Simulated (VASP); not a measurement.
## Zr: elastic constants with PBEsol

Zr:

```
Zr
1.0
    -1.81000    1.81000    1.81000
     1.81000   -1.81000    1.81000
     1.81000    1.81000   -1.81000
Zr
1
Direct
  0.00000 0.00000 0.00000
```

This isn't the form of Zr at room conditions, which is hcp.

| Property | Result |
| --- | --- |
| Program | VASP 6.6.1 |
| Task | elastic constants |
| Functional | PBEsol |
| Potentials or basis | VASP PAW PBE potentials, release 64 (Zr_sv) |
| Cutoff | 600 eV |
| k mesh | 7 × 7 × 7 |
| Occupations | fermi-dirac, width 0.05 eV |
| Spin | no spin polarisation |
| Ions in elastic constants | relaxed |
| Further INCAR settings | ALGO = Fast; EDIFF = 1e-08; IBRION = 6; POTIM = 0.015; NSW = 1; ISIF = 3 |

```yaml
Relaxed_volume: 21.83 Å³/atom
Relaxed_cell: a = 3.049 Å, b = 3.049 Å, c = 3.049 Å, α = 109.47°, β = 109.47°, γ = 109.47°
Space_group_after_relaxing_to_0.05_Å: Im-3m (No. 229)
Elastic_constants_C11_C12_C44: -15, 123, 6 GPa
Voigt_bulk_modulus: 77 GPa
```

Step by step:
| step | energy change (eV) | largest force (eV/Å) | pressure (GPa) | volume (Å³) |
| --- | --- | --- | --- | --- |
| 1 | 0.0000 | 0.0000 | -5.67 | 23.72 |
| 2 | -0.0260 | 0.0000 | 3.43 | 20.95 |
| 3 | -0.0350 | 0.0000 | -0.04 | 21.84 |
| 4 | -0.0350 | 0.0000 | 0.09 | 21.80 |
| 5 | -0.0350 | 0.0000 | -0.04 | 21.84 |
| 6 | -0.0350 | 0.0000 | 0.00 | 21.83 |

Final structure:
```
CELL_PARAMETERS angstrom
-1.76050 1.76050 1.76050
1.76050 -1.76050 1.76050
1.76050 1.76050 -1.76050
ATOMIC_POSITIONS crystal
Zr 0.00000 0.00000 0.00000
```

Elastic tensor in Voigt notation (GPa, in the Cartesian axes of the cell as first typed):
```
-15 123 123   0   0   0
123 -15 123   0   0   0
123 123 -15   0   0   0
  0   0   0   6   0   0
  0   0   0   0   6   0
  0   0   0   0   0   6
```

Clamped-ion elastic tensor (GPa):
```
-15 123 123   0   0   0
123 -15 123   0   0   0
123 123 -15   0   0   0
  0   0   0   6   0   0
  0   0   0   0   6   0
  0   0   0   0   0   6
```

Wall time 2.7 min on 1 thread of Intel(R) Xeon(R) 6975P-C (Granite Rapids) (shared host), peak memory 0.18 GiB.

Caveat: the elastic tensor has a negative eigenvalue, so either the cell is unstable as it stands or the mesh is too thin; the PAW data sets were made with another functional, which shifts forces and pressure a little.
